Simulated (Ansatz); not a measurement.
# How the conductance of Cu/BN/Ni changes with thickness, part 2 of 8

Aim: the conductance of Cu/BN/Ni junctions as the barrier thickens. The lower electrode is Cu fcc(111), the upper one Ni fcc(111); the barrier is BN zinc blende(111) (whole bilayers). In the first transport cell, after relaxation, the nearest pair of electrode and barrier is Cu–N at 1.99 Å, along the normal, at the lower face and Ni–B at 2.40 Å, at a slant, at the upper one. All share a net of side 2.567 Å, which strains the lower electrode by +0.0 %, the upper one by +3.1 % and the barrier by +0.0 %, against typed lattice constants near PBE's. The first steps treat the bulk electrodes alone.

Ansatz 0.2.0; PBE DFT, plane waves, PAW files (the session's first sound run).

So far. Step 2 (Layer spacing of the electrode, electrode Cu fcc(111) …): Little changed from the start: no atom moved by 0.005 Å and no cell edge by 0.1 %.

## (3) The strained electrode, electrode Ni fcc(111), spin collinear

System of this step: Ni. It takes space group R-3m (No. 166, trigonal). The conventional cell has a = 2.567 Å, b = 2.567 Å, c = 5.963 Å, α = 90.00°, β = 90.00°, γ = 120.00°. Nearest to Ni lie 12 Ni at 2.48 to 2.57 Å.

The electrode is held to the junction's net and relaxed along the normal; its spacing is used for the ideal lead layers.

Contents of input.yaml:

```yaml
crystal:
  lattice:
    - [2.567, 0.0, 0.0]
    - [-1.2835, 2.2230872115, 0.0]
    - [0.0, 0.0, 5.9631039137]
  atoms:
    - { symbol: Ni, position: [0.0, 0.0, 0.0], spin: 0.7 }
    - { symbol: Ni, position: [0.3333333333, 0.6666666667, 0.3333333333], spin: 0.7 }
    - { symbol: Ni, position: [0.6666666667, 0.3333333333, 0.6666666667], spin: 0.7 }
magnetization:
  spin_polarized: true
kpoints:
  mp_grid: { grid: [18, 18, 5] }
scf:
  occupations: { method: fermi_dirac, width: 0.1 }
  max_iter: 150
hamiltonian:
  xc: pbe
relax:
  f_tol: 0.01
  max_steps: 40
  cell: { fix: [a, b, angles] }
```

Launch:

```sh
> ansatz run input.yaml --threads 4 --pin off --max-ram 12288MiB --backend cpu --events-out ev --progress --plain --runs-dir out
```

Numbers of over 12 decimals in the logs are rounded to 6 here.

The program printed:

```text
[...]
Crystal: 3 atoms, lattice volume = 34.029 Å³
Basis set: ecut = 420 eV, 661 PW (Γ), exchange–correlation on 36×36×80 points (8 copies of the dense FFT grid, shifted against one another)
Bands: 34, of which v1, the nominal top of the filled ones, is band 27 counted from 1 (26 counted from 0)
Symmetry: 36 space group operations
[...]
k-points: 165 of 1620
[...]
Starting moments: Σ|m| = 2.1 μB on 3 of 3 sites
[...]
SCF iter   1: F=—  HF=-17516.759482 eV  |F-HF|=—  |Δ(HF+E_count)|=         —  Δρ=5.99e-2 (↑1.39e-2 ↓5.99e-2)  dr2=1.09e0  dr2_m=1.80e-1  M=2.197 μB ∫|m|=2.319 μB  β_m=0.30  ethr=2.02e-3  ⟨swp⟩=1.0  Hψ=49789  notcnv=0
[...]
spin=Collinear: Kerker preconditioning applied to the charge; magnetization (m = ρ↑ − ρ↓) channel mixes plain (no charge-response kernel on spin).
SCF iter   2: F=—  HF=-17516.792871 eV  |F-HF|=—  |Δ(HF+E_count)|=   3.34e-2  Δρ=2.63e-2 (↑2.63e-2 ↓1.52e-2)  dr2=4.61e-2  dr2_m=9.71e-2  M=2.166 μB ∫|m|=2.324 μB  β_m=0.31  ethr=2.02e-3  ⟨swp⟩=2.0  Hψ=17384  notcnv=0
[...]
SCF iter  12: F=-17519.170895 eV  HF=-17519.170895 eV  |F-HF|=5.46e-11  |Δ(HF+E_count)|=   9.61e-9  Δρ=1.71e-6 (↑7.81e-7 ↓1.71e-6)  dr2=4.58e-10  dr2_m=1.13e-10  M=1.909 μB ∫|m|=2.186 μB  ethr=3.53e-11  ⟨swp⟩=2.3  Hψ=38862  notcnv=0
SCF 1 converged in 12 iterations: F = -17519.170895 eV  dr2 = 4.58e-10
[...]
relax step   1: F+E_penalty+E_count = -17519.17089488 eV  Δ(F+E_penalty+E_count) = +0.000e0 eV  max|allowed force component| = 1.428e-27 eV/Å  Δτ_max = 0.0000 Å  P = -6.415 GPa  Ω = 34.029 Å³  fix = [a, b, alpha, beta, gamma]  reactions: a -10.329, b -10.329 GPa  (12 SCF iters, dr2 threshold 1.00e-7 eV, accepted)
Crystal: 3 atoms, lattice volume = 34.091 Å³
Basis set: ecut = 420 eV, 685 PW (Γ), exchange–correlation on 36×36×80 points (8 copies of the dense FFT grid, shifted against one another)
[...]
Starting moments: Σ|m| = 2.1 μB on 3 of 3 sites; this step starts from the density that it was given
[...]
SCF iter   7: F=-17519.171292 eV  HF=-17519.171292 eV  |F-HF|=8.12e-8  |Δ(HF+E_count)|=   2.32e-8  Δρ=1.53e-5 (↑7.33e-6 ↓1.53e-5)  dr2=1.02e-7  dr2_m=5.80e-9  M=1.911 μB ∫|m|=2.189 μB  ethr=2.03e-11  ⟨swp⟩=2.0  Hψ=38325  notcnv=0
SCF 2 converged in 7 iterations: F = -17519.171292 eV  dr2 = 1.02e-7
relax step   2: F+E_penalty+E_count = -17519.17129213 eV  Δ(F+E_penalty+E_count) = -3.973e-4 eV  max|allowed force component| = 6.005e-27 eV/Å  Δτ_max = 0.0000 Å  P = -6.741 GPa  Ω = 34.091 Å³  energy of the carried Pulay correction = -2.144e-5 eV  fix = [a, b, alpha, beta, gamma]  reactions: a -10.503, b -10.503 GPa  (7 SCF iters, dr2 threshold 3.00e-7 eV, accepted)
Crystal: 3 atoms, lattice volume = 34.167 Å³
Basis set: ecut = 420 eV, 687 PW (Γ), exchange–correlation on 36×36×80 points (8 copies of the dense FFT grid, shifted against one another)
[...]
SCF iter   7: F=-17519.171452 eV  HF=-17519.171452 eV  |F-HF|=9.77e-8  |Δ(HF+E_count)|=   2.95e-8  Δρ=1.69e-5 (↑8.13e-6 ↓1.69e-5)  dr2=1.23e-7  dr2_m=7.06e-9  M=1.913 μB ∫|m|=2.192 μB  ethr=3.15e-11  ⟨swp⟩=2.0  Hψ=38096  notcnv=0
SCF 3 converged in 7 iterations: F = -17519.171452 eV  dr2 = 1.23e-7
relax step   3: F+E_penalty+E_count = -17519.17145237 eV  Δ(F+E_penalty+E_count) = -1.602e-4 eV  max|allowed force component| = 4.484e-27 eV/Å  Δτ_max = 0.0000 Å  P = -7.143 GPa  Ω = 34.167 Å³  energy of the carried Pulay correction = -4.807e-5 eV  fix = [a, b, alpha, beta, gamma]  reactions: a -10.719, b -10.719 GPa  (7 SCF iters, dr2 threshold 3.00e-7 eV, accepted)
Basis set: ecut = 420 eV, 687 PW (Γ), exchange–correlation on 36×36×90 points (8 copies of the dense FFT grid, shifted against one another)
[...]
SCF iter   8: F=-17519.171498 eV  HF=-17519.171498 eV  |F-HF|=7.28e-12  |Δ(HF+E_count)|=  3.64e-12  Δρ=9.83e-9 (↑3.99e-9 ↓9.83e-9)  dr2=1.67e-14  dr2_m=5.14e-15  M=1.913 μB ∫|m|=2.192 μB  ethr=1.00e-12  ⟨swp⟩=3.8  Hψ=42958  notcnv=0
SCF 4 converged in 8 iterations: F = -17519.171498 eV  dr2 = 1.67e-14
relax step   4: F+E_penalty+E_count = -17519.17149836 eV  Δ(F+E_penalty+E_count) = -4.599e-5 eV  max|allowed force component| = 3.445e-29 eV/Å  Δτ_max = 0.0000 Å  P = -7.148 GPa  Ω = 34.167 Å³  fix = [a, b, alpha, beta, gamma]  reactions: a -10.723, b -10.723 GPa  stress off target by 1.92e-3 GPa on what of the cell is left free  SCF on the basis re-selected at this cell (its energy is not comparable with the rows above)  (8 SCF iters)
basis re-selected at this cell: Δ(F+E_penalty+E_count) = -4.599e-5 eV, ΔP = -0.006 GPa vs the last step (what re-selecting the basis moved, of the pressure what is left beyond the Pulay correction that the steps carried, after the strain that the cell walked since its last selection, with what the two solves' SCF thresholds leave and, on support functions, any second-order correction that the steps lacked; it is no measure of the basis error at this ecutwfc). The dense FFT grid was sized anew with the basis: this SCF ran on 18×18×45 points, the steps before it on 18×18×40, so part of this shift can come from that change (see relax.cell in the input reference). [rest of the remark cut]
SCF converged after 8 iterations
Magnetization: 1.9133 μB (27.9566 up, 26.0434 down)
Absolute magnetization: 2.1947 μB (∫|ρ↑−ρ↓|, with the PAW one-centre terms)
[...]
Per-site moments (μB) at R_I (Å): [(0.678712, 1.025412), (0.678712, 1.025412), (0.678712, 1.025412)]
Free energy (F): -17519.171498 eV
[...]
Internal energy: -17519.004492 eV  (E = F + TS)
E sigma→0 (E₀):  -17519.087995 eV
Entropy (-TS):   -0.167006 eV (-55.669 meV/atom)
Fermi energy:    17.155293 eV
[...]
--- Stress (GPa, compression-positive) ---
      -10.723408       0.000000      -0.000000
        0.000000     -10.723408       0.000000
       -0.000000       0.000000       0.001919
  P = ⅓ Tr σ = -7.1483 GPa (-71.483 kbar)
--- Relaxed structure (3 steps of the walk, 3 accepted, 1 SCFs on fresh bases) ---
[...]
cell:  # Å, volume = 34.1669 Å³
    - [2.567000, 0, 0]
    - [-1.283500, 2.223087, 0]
    - [0, 0, 5.987191]
  atoms:
    - { symbol: Ni, position: [0, 0, 0] }
    - { symbol: Ni, position: [0.333333, 0.666667, 0.333333] }
    - { symbol: Ni, position: [0.666667, 0.333333, 0.666667] }
```

Run time: 25 s. Hardware: 4 threads of Arm Neoverse V1, shared host; peak memory 0.57 GiB; 93 s of CPU time.

Step by step:

| step | energy less that of the first step (eV) | largest force component (eV/Å) | pressure (GPa) | volume (Å³) |
| --- | --- | --- | --- | --- |
| 1 | 0.0000 | 0.0000 | -6.42 | 34.03 |
| 2 | -0.0004 | 0.0000 | -6.74 | 34.09 |
| 3 | -0.0006 | 0.0000 | -7.14 | 34.17 |
| 4* | -0.0006 | 0.0000 | -7.15 | 34.17 |

Relaxation steps marked * repeat the geometry before them on a plane-wave basis chosen anew for their cell, so energy and pressure can jump there.

The run keeps the 36 symmetry operations that it works with, so distortions that break them were not tested.

| conventional cell, symmetrised | before | after | change |
| --- | --- | --- | --- |
| a (Å) | 2.567 | 2.567 | -0.0 % |
| b (Å) | 2.567 | 2.567 | -0.0 % |
| c (Å) | 5.963 | 5.987 | +0.4 % |
| volume (Å³/atom) | 11.34 | 11.39 | +0.4 % |

The relaxed structure:

```xyz
3
Lattice="2.5670 0.0000 0.0000 -1.2835 2.2231 0.0000 0.0000 0.0000 5.9872" Properties=species:S:1:pos:R:3 pbc="T T T"
Ni    0.0000    0.0000    0.0000
Ni    0.0000    1.4821    1.9957
Ni    1.2835    0.7410    3.9915
```

Numbers from this step:

| Property | Result |
| --- | --- |
| free energy | -17519.1715 eV |
| Fermi energy | 17.16 eV |
| magnetization | 1.913 μB |
| absolute magnetization | 2.195 μB |
| pressure | -7.148 GPa |

The cell grew by 0.4 % in volume.

## (4) Relaxation

System of this step: Cu/BN/Ni. The cell holds 16 atoms: 4 Cu, 4 N, 4 B and 4 Ni. Its edges and angles: a = 2.567 Å, b = 2.567 Å, c = 38.671 Å, α = 90.0°, β = 90.0°, γ = 120.0°. Vacuum lies along c.

The starting distances are typed guesses, too rough for a quantity that is exponential in distance. A short slab in vacuum serves: only the barrier and the layers next to it are taken over, and later cells can add or drop layers in the barrier's middle. The dipole correction removes the field that unlike faces would set up across the vacuum.

Contents of input.yaml:

```yaml
crystal:
  lattice:
    - [2.567, 0.0, 0.0]
    - [-1.2835, 2.2230872115, 0.0]
    - [0.0, 0.0, 38.6708529853]
  atoms:
    - { symbol: Cu, position: [0.0, 0.0, 0.2068741541] }
    - { symbol: Cu, position: [0.33333333, 0.66666667, 0.2610665404] }
    - { symbol: Cu, position: [0.66666667, 0.33333333, 0.3152589268] }
    - { symbol: Cu, position: [0.0, 0.0, 0.3694513131] }
    - { symbol: "N", position: [0.0, 0.0, 0.4232385932] }
    - { symbol: B, position: [0.33333333, 0.66666667, 0.4367866898] }
    - { symbol: "N", position: [0.33333333, 0.66666667, 0.4774309795] }
    - { symbol: B, position: [0.66666667, 0.33333333, 0.4909790761] }
    - { symbol: "N", position: [0.66666667, 0.33333333, 0.5316233659] }
    - { symbol: B, position: [0.0, 0.0, 0.5451714624] }
    - { symbol: "N", position: [0.0, 0.0, 0.5858157522] }
    - { symbol: B, position: [0.33333333, 0.66666667, 0.5993638488] }
    - { symbol: Ni, position: [0.66666667, 0.33333333, 0.6389243361], spin: 0.7 }
    - { symbol: Ni, position: [0.0, 0.0, 0.6903248394], spin: 0.7 }
    - { symbol: Ni, position: [0.33333333, 0.66666667, 0.7417253426], spin: 0.7 }
    - { symbol: Ni, position: [0.66666667, 0.33333333, 0.7931258459], spin: 0.7 }
magnetization:
  spin_polarized: true
kpoints:
  mp_grid: { grid: [12, 12, 1] }
scf:
  occupations: { method: fermi_dirac, width: 0.1 }
  max_iter: 150
hamiltonian:
  xc: pbe
efield:
  axis: 3
  dipole_correction: true
relax:
  f_tol: 0.04
  max_steps: 60
output:
  forces: true
```

The program printed:

```text
[...]
Crystal: 16 atoms, lattice volume = 220.682 Å³
Basis set: ecut = 420 eV, 4431 PW (Γ), exchange–correlation on 36×36×540 points (8 copies of the dense FFT grid, shifted against one another)
Bands: 110, of which v1, the nominal top of the filled ones, is band 90 counted from 1 (89 counted from 0)
Symmetry: 6 space group operations
k-points: 19 of 144 (time reversal used)
[...]
Starting moments: Σ|m| = 2.8 μB on 4 of 16 sites
[...]
SCF iter   1: F=—  HF=-52029.177888 eV  |F-HF|=—  |Δ(HF+E_count)|=         —  Δρ=1.38e-1 (↑1.34e-1 ↓1.38e-1)  dr2=1.56e3  dr2_m=2.60e-1  M=1.719 μB ∫|m|=1.962 μB  β_m=0.78  ethr=3.10e-3  p=0.000 e·Å  D=5.23e-8 V/Å  ΔV_dip=-0.00 eV  dr2_dipole=1.50e3  V_vac-E_F(+/−)=5.17/5.17 eV  ⟨swp⟩=7.4  Hψ=17790  notcnv=0  defer=124
[...]
efield: sawtooth ramp at fractional position 0.9500 (placed from the atoms, in the widest stretch of the axis that holds none; the zero of the levels goes with the place), width 0.1000; the density the first Hamiltonian is built on has a dipole p = 0.000 e·Å; the dipole correction subtracts the counter field D = 5.23e-8 V/Å, which shifts the + side's vacuum level by -0.00 eV against the − side's; the planar-averaged density in the ramp window peaks in size at 3.6e-5 e/Å³
[...]
spin=Collinear: LDOS preconditioning applied to the charge; magnetization (m = ρ↑ − ρ↓) channel mixes plain (no charge-response kernel on spin).
SCF iter   2: F=—  HF=-52023.056604 eV  |F-HF|=—  |Δ(HF+E_count)|=    6.12e0  Δρ=5.73e-2 (↑5.68e-2 ↓5.73e-2)  dr2=5.85e2  dr2_m=2.43e-2  M=1.766 μB ∫|m|=2.060 μB  β_m=0.34  ethr=3.10e-3  p=0.007 e·Å  D=6.06e-3 V/Å  ΔV_dip=-0.23 eV  dr2_dipole=5.68e2  V_vac-E_F(+/−)=5.18/5.42 eV  ⟨swp⟩=3.0  Hψ=9608  notcnv=0  defer=277
density mixer auto → msr1: a metal under ldos (density of states about μ 2.66 of a free-electron gas's, 32 screened modes)
SCF iter   3: F=—  HF=-52026.079640 eV  |F-HF|=—  |Δ(HF+E_count)|=    3.02e0  Δρ=7.33e-2 (↑7.33e-2 ↓7.24e-2)  dr2=2.40e2  dr2_m=5.58e-2  M=1.744 μB ∫|m|=2.090 μB  β_m=0.29  ethr=3.10e-3  p=-0.017 e·Å  D=-1.35e-2 V/Å  ΔV_dip=0.52 eV  dr2_dipole=2.08e2  V_vac-E_F(+/−)=4.70/4.18 eV  ⟨swp⟩=3.0  Hψ=9080  notcnv=0  defer=343
[...]
SCF iter  17: F=-52024.822245 eV  HF=-52024.822320 eV  |F-HF|=7.52e-5  |Δ(HF+E_count)|=   1.54e-6  Δρ=3.73e-5 (↑9.60e-6 ↓3.73e-5)  dr2=3.92e-5  dr2_m=5.34e-7  M=2.093 μB ∫|m|=2.404 μB  ethr=1.91e-8  p=-0.004 e·Å  D=-3.08e-3 V/Å  ΔV_dip=0.12 eV  dr2_dipole=3.71e-5  V_vac-E_F(+/−)=4.95/4.83 eV  ⟨swp⟩=2.8  Hψ=13858  notcnv=0
SCF 1 converged in 17 iterations: F = -52024.822245 eV  dr2 = 3.92e-5
[...]
relax step   1: F+E_penalty+E_count = -52024.82224469 eV  Δ(F+E_penalty+E_count) = +0.000e0 eV  max|allowed force component| = 2.034e0 eV/Å  Δτ_max = 0.0000 Å  (17 SCF iters, dr2 threshold 4.00e-5 eV, accepted)
[...]
SCF iter   1: F=—  HF=-52025.152174 eV  |F-HF|=—  |Δ(HF+E_count)|=         —  Δρ=6.76e-3 (↑6.50e-3 ↓6.76e-3)  dr2=3.54e-1  dr2_m=2.24e-2  M=2.079 μB ∫|m|=2.394 μB  β_m=1.00  ethr=1.80e-4  p=-0.004 e·Å  D=-3.08e-3 V/Å  ΔV_dip=0.12 eV  dr2_dipole=2.56e-1  V_vac-E_F(+/−)=4.96/4.84 eV  ⟨swp⟩=1.1  Hψ=16572  notcnv=0  defer=336
efield: sawtooth ramp at fractional position 0.9500 (handed on by an earlier solve), width 0.1000; the density the first Hamiltonian is built on has a dipole p = -0.004 e·Å; the dipole correction subtracts the counter field D = -3.08e-3 V/Å, which shifts the + side's vacuum level by +0.12 eV against the − side's; the planar-averaged density in the ramp window peaks in size at 3.8e-5 e/Å³
[...]
SCF iter   2: F=—  HF=-52025.133036 eV  |F-HF|=—  |Δ(HF+E_count)|=   1.91e-2  Δρ=3.68e-3 (↑3.68e-3 ↓3.59e-3)  dr2=1.51e-1  dr2_m=2.75e-4  M=2.091 μB ∫|m|=2.407 μB  β_m=0.38  ethr=1.80e-4  p=-0.004 e·Å  D=-3.30e-3 V/Å  ΔV_dip=0.13 eV  dr2_dipole=1.19e-1  V_vac-E_F(+/−)=4.99/4.86 eV  ⟨swp⟩=1.6  Hψ=4743  notcnv=0  defer=353
[...]
SCF iter  10: F=-52025.123898 eV  HF=-52025.123932 eV  |F-HF|=3.40e-5  |Δ(HF+E_count)|=   9.11e-7  Δρ=3.44e-5 (↑3.00e-5 ↓3.44e-5)  dr2=3.41e-5  dr2_m=1.56e-7  M=2.123 μB ∫|m|=2.443 μB  ethr=2.12e-8  p=-0.004 e·Å  D=-3.19e-3 V/Å  ΔV_dip=0.12 eV  dr2_dipole=1.43e-6  V_vac-E_F(+/−)=4.94/4.82 eV  ⟨swp⟩=2.5  Hψ=11896  notcnv=0
SCF 2 converged in 10 iterations: F = -52025.123898 eV  dr2 = 3.41e-5
relax step   2: F+E_penalty+E_count = -52025.12389829 eV  Δ(F+E_penalty+E_count) = -3.017e-1 eV  max|allowed force component| = 1.303e0 eV/Å  Δτ_max = 0.0777 Å  (10 SCF iters, dr2 threshold 1.00e-4 eV, accepted)
[...]
SCF iter  10: F=-52025.317650 eV  HF=-52025.317705 eV  |F-HF|=5.48e-5  |Δ(HF+E_count)|=   2.03e-7  Δρ=5.46e-5 (↑4.80e-5 ↓5.46e-5)  dr2=5.21e-5  dr2_m=4.01e-7  M=2.186 μB ∫|m|=2.534 μB  ethr=3.01e-8  p=-0.004 e·Å  D=-3.40e-3 V/Å  ΔV_dip=0.13 eV  dr2_dipole=7.36e-6  V_vac-E_F(+/−)=4.94/4.81 eV  ⟨swp⟩=3.0  Hψ=14640  notcnv=0
SCF 3 converged in 10 iterations: F = -52025.317650 eV  dr2 = 5.21e-5
relax step   3: F+E_penalty+E_count = -52025.31764988 eV  Δ(F+E_penalty+E_count) = -1.938e-1 eV  max|allowed force component| = 5.039e-1 eV/Å  Δτ_max = 0.1489 Å  (10 SCF iters, dr2 threshold 1.00e-4 eV, accepted)
[...]
relax step   4: F+E_penalty+E_count = -52025.33537615 eV  Δ(F+E_penalty+E_count) = -1.773e-2 eV  max|allowed force component| = 6.753e-2 eV/Å  Δτ_max = 0.0612 Å  (9 SCF iters, dr2 threshold 3.80e-5 eV, accepted)
SCF iter   1: F=—  HF=-52025.336383 eV  |F-HF|=—  |Δ(HF+E_count)|=         —  Δρ=6.07e-4 (↑5.98e-4 ↓6.07e-4)  dr2=3.78e-3  dr2_m=1.40e-4  M=2.210 μB ∫|m|=2.573 μB  β_m=1.00  ethr=6.96e-5  p=-0.004 e·Å  D=-3.51e-3 V/Å  ΔV_dip=0.14 eV  dr2_dipole=2.09e-3  V_vac-E_F(+/−)=4.94/4.81 eV  ⟨swp⟩=3.1  Hψ=7378  notcnv=0  defer=356
[...]
SCF iter  10: F=-52025.335736 eV  HF=-52025.335736 eV  |F-HF|=6.56e-8  |Δ(HF+E_count)|=   1.99e-8  Δρ=1.30e-6 (↑1.30e-6 ↓1.23e-6)  dr2=4.84e-8  dr2_m=3.64e-10  M=2.212 μB ∫|m|=2.575 μB  ethr=1.64e-11  p=-0.004 e·Å  D=-3.48e-3 V/Å  ΔV_dip=0.13 eV  dr2_dipole=3.40e-8  V_vac-E_F(+/−)=4.94/4.81 eV  ⟨swp⟩=2.8  Hψ=15625  notcnv=0
SCF 5 converged in 10 iterations: F = -52025.335736 eV  dr2 = 4.84e-8
relax step   5: F+E_penalty+E_count = -52025.33573580 eV  Δ(F+E_penalty+E_count) = -3.597e-4 eV  max|allowed force component| = 3.707e-2 eV/Å  Δτ_max = 0.0088 Å  (10 SCF iters, accepted)
SCF converged after 10 iterations
Magnetization: 2.2122 μB (91.1061 up, 88.8939 down)
Absolute magnetization: 2.5776 μB (∫|ρ↑−ρ↓|, with the PAW one-centre terms)
[...]
Per-site moments (μB) at R_I (Å): [(7.973190081388753e-5, 1.049397), (4.5264601005031975e-5, 1.049397), (9.529622118614196e-6, 1.049150), (4.5861470656276275e-5, 0.822656), (1.531626844244549e-5, 0.637590), (-1.2606181530557926e-5, 0.637590), (-5.507882358172186e-5, 0.642801), (-5.1870080243133674e-5, 0.642801), (-0.000357379, 0.643127), (-0.000688226, 0.643127), (-0.00148153, 0.645715), (-0.00643311, 0.645715), (0.226200, 0.990217), (0.643149, 1.023335), (0.744892, 1.012456), (0.758231, 1.012456)]
Free energy (F): -52025.335736 eV
[...]
Internal energy: -52025.048488 eV  (E = F + TS)
E sigma→0 (E₀):  -52025.192112 eV
Entropy (-TS):   -0.287248 eV (-17.953 meV/atom)
Fermi energy:    7.933020 eV
Dipole field:    D = -0.003240 V/Å  (p = -0.003952 e·Å, saw-weighted, corrected)
Work function:   Φ+ = 4.9346 eV   Φ− = 4.8093 eV
Levels:          The Fermi level and band energies are counted from a zero that moves with the ramp; work functions are not
[...]
--- Forces (eV/Å), atoms counted from 1 ---
  atom   1  Cu    -0.00000000     0.00000000    -0.00069837
  atom   2  Cu     0.00000000    -0.00000000    -0.00091368
  atom   3  Cu     0.00000000     0.00000000    -0.00006539
  atom   4  Cu     0.00000000    -0.00000000     0.01169370
  atom   5  N     -0.00000000     0.00000000    -0.02520456
  atom   6  B      0.00000000     0.00000000     0.03706683
  atom   7  N      0.00000000    -0.00000000    -0.02716829
  atom   8  B      0.00000000     0.00000000     0.00879157
  atom   9  N      0.00000000    -0.00000000    -0.00277170
  atom  10  B     -0.00000000     0.00000000    -0.00441452
  atom  11  N      0.00000000    -0.00000000     0.02260265
  atom  12  B      0.00000000     0.00000000    -0.02007692
  atom  13  Ni     0.00000000    -0.00000000    -0.00066323
  atom  14  Ni    -0.00000000     0.00000000     0.00261138
  atom  15  Ni    -0.00000000    -0.00000000    -0.00121865
  atom  16  Ni    -0.00000000     0.00000000     0.00033537
  max |Σ_I F_I| component: 9.38e-5 eV/Å
--- Relaxed structure (5 steps of the walk, 5 accepted, 0 SCFs on fresh bases) ---
  F+E_penalty+E_count = -52025.33573580 eV   max|allowed force component| = 3.707e-2 eV/Å
  atoms:
    - { symbol: Cu, position: [0, 0, 0.207953] }
    - { symbol: Cu, position: [0.333333, 0.666667, 0.261422] }
    - { symbol: Cu, position: [0.666667, 0.333333, 0.315381] }
    - { symbol: Cu, position: [0, 0, 0.368831] }
    - { symbol: N, position: [0, 0, 0.420403] }
    - { symbol: B, position: [0.333333, 0.666667, 0.431752] }
    - { symbol: N, position: [0.333333, 0.666667, 0.474398] }
    - { symbol: B, position: [0.666667, 0.333333, 0.486848] }
    - { symbol: N, position: [0.666667, 0.333333, 0.528831] }
    - { symbol: B, position: [0, 0, 0.541347] }
    - { symbol: N, position: [0, 0, 0.583432] }
    - { symbol: B, position: [0.333333, 0.666667, 0.596462] }
    - { symbol: Ni, position: [0.666667, 0.333333, 0.645295] }
    - { symbol: Ni, position: [0, 0, 0.697107] }
    - { symbol: Ni, position: [0.333333, 0.666667, 0.748553] }
    - { symbol: Ni, position: [0.666667, 0.333333, 0.799146] }
```

Wall time 3.2 min (4 threads); peak memory 1.3 GiB; 13 min of CPU time.

The steps of the relaxation:

| step | energy less that of the first step (eV) | largest force component (eV/Å) |
| --- | --- | --- |
| 1 | 0.0000 | 2.0337 |
| 2 | -0.3017 | 1.3027 |
| 3 | -0.4954 | 0.5039 |
| 4 | -0.5131 | 0.0675 |
| 5 | -0.5135 | 0.0371 |

The run keeps the 6 symmetry operations that it works with, so distortions that break them were not tested.

The atoms that moved most (Å):

| atom | dx | dy | dz | length |
| --- | --- | --- | --- | --- |
| Ni15 | 0.000 | 0.000 | 0.264 | 0.264 |
| Ni14 | 0.000 | 0.000 | 0.262 | 0.262 |
| Ni13 | 0.000 | 0.000 | 0.246 | 0.246 |
| Ni16 | 0.000 | 0.000 | 0.233 | 0.233 |
| B6 | 0.000 | 0.000 | -0.195 | 0.195 |
| B8 | 0.000 | 0.000 | -0.160 | 0.160 |
| B10 | 0.000 | 0.000 | -0.148 | 0.148 |
| N7 | 0.000 | 0.000 | -0.117 | 0.117 |

This step gave:

| Item | Value |
| --- | --- |
| free energy | -52025.3357 eV |
| Fermi energy | 7.933 eV |
| magnetization | 2.212 μB |
| absolute magnetization | 2.578 μB |
| work function, upper face | 4.935 eV |
| work function, lower face | 4.809 eV |
| dipole moment | -0.003952 e·Å |
| dipole field | -0.003240 V/Å |

The largest force component on a free atom ends at 0.037 eV/Å. The work functions of the outer faces are 4.81 and 4.93 eV.

[end of part 2 of 8]

[Logs are printed without paths, hosts, clocks, repeated set-up lines and the standing remarks that a program may print on its own settings, such as how far it seeks lower states.]

[Hosts, paths, dates, database ids (printed as entryN), source tags and the programs' standing remarks are cut or masked in the printed files.]
